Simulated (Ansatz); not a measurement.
# Si: the cost of one run

Program: Ansatz 0.2.0. Level of theory: DFT PBE, scalar-relativistic, plane waves, PAW. These are calculated values, not measurements.

9 further runs of the same task are left out: 9 set aside as unsound or not needed.

### 1 The system as given

The structure is tetragonal, space group I4/mmm (No. 139). The conventional cell has a = 6.691 Å, b = 6.691 Å, c = 3.861 Å, α = 90.00°, β = 90.00°, γ = 90.00°. Si (site symmetry m2m) has 4 Si at 2.36 to 2.39 Å as nearest neighbours.

As a file:

```cif
data_structure
_symmetry_space_group_name_H-M 'P 1'
_symmetry_Int_Tables_number 1
_cell_length_a 5.1100
_cell_length_b 5.1100
_cell_length_c 5.1100
_cell_angle_alpha 98.205
_cell_angle_beta 98.205
_cell_angle_gamma 135.609
_cell_volume 86.43
loop_
_atom_site_label
_atom_site_type_symbol
_atom_site_fract_x
_atom_site_fract_y
_atom_site_fract_z
_atom_site_occupancy
Si1 Si 0.17861 0.17861 0.35722 1
Si2 Si 0.82139 0.82139 0.64278 1
Si3 Si 0.17861 0.82139 0.00000 1
Si4 Si 0.82139 0.17861 0.00000 1
```

It goes back to an entry of the Materials Project, which need not be the stable form.

This cell was relaxed beforehand with the same method: volume 21.61 Å³/atom, gap on the mesh 0.41 eV.

### 3 The grid

The energy is mapped over two normal modes frozen in (zone-centre modes of the cell shown).

First coordinate, amplitude of mode 7 (388 cm⁻¹), largest displacement: 7 values from −0.06 Å. Second coordinate, amplitude of mode 10 (482 cm⁻¹), largest displacement: 7 values from −0.06 Å.

Nothing else is relaxed (the cell and all other modes fixed). Energies count from the relaxed high-symmetry cell. Points are written as (first, second).

Displacement patterns for an amplitude of 1 (Å):

```csv
atom,x1,y1,z1,x2,y2,z2
Si1,0.000,1.000,0.000,0.000,0.000,1.000
Si2,0.000,1.000,0.000,0.000,0.000,-1.000
Si3,0.000,-1.000,0.000,0.000,0.000,0.000
Si4,0.000,-1.000,0.000,0.000,0.000,0.000
```

(The set-up runs are not shown.)

### 4 Point (−0.06 Å, −0.06 Å)

File input.yaml:

```yaml
crystal:
  lattice:
    - [-3.3455832176, 3.3455832176, 1.9304179803]
    - [3.3455832176, -3.3455832176, 1.9304179803]
    - [3.3455832176, 3.3455832176, -1.9304179803]
  atoms:
    - { symbol: Si, position: [0.1541027854, 0.1630698318, 0.3482539688] }
    - { symbol: Si, position: [0.8279631218, 0.8369301682, 0.6338119383] }
    - { symbol: Si, position: [0.187577554, 0.8213894924, 0.0089670464] }
    - { symbol: Si, position: [0.8303565388, 0.1786105076, 0.0089670464] }
basis:
  ecutwfc: 420
kpoints:
  mp_grid: { grid: [10, 10, 10] }
hamiltonian:
  xc: pbe
  pseudopotentials: { kind: paw, azcp: { folder: soft_1 } }
scf:
  occupations: { method: gaussian, width: 0.05 }
output:
  forces: true
  stress: true
  eigenvalues: true
```

On the command line:

```bash
ansatz run input.yaml --threads 1 --pin off --max-ram 2048MiB --backend cpu --events-out ev --progress --plain --runs-dir out
```

**Question.** How long does this run take on 1 thread of Intel Xeon Platinum 8488C (Sapphire Rapids), shared host, and how much memory does it need?

About 38 s, with a peak of 0.89 GiB.
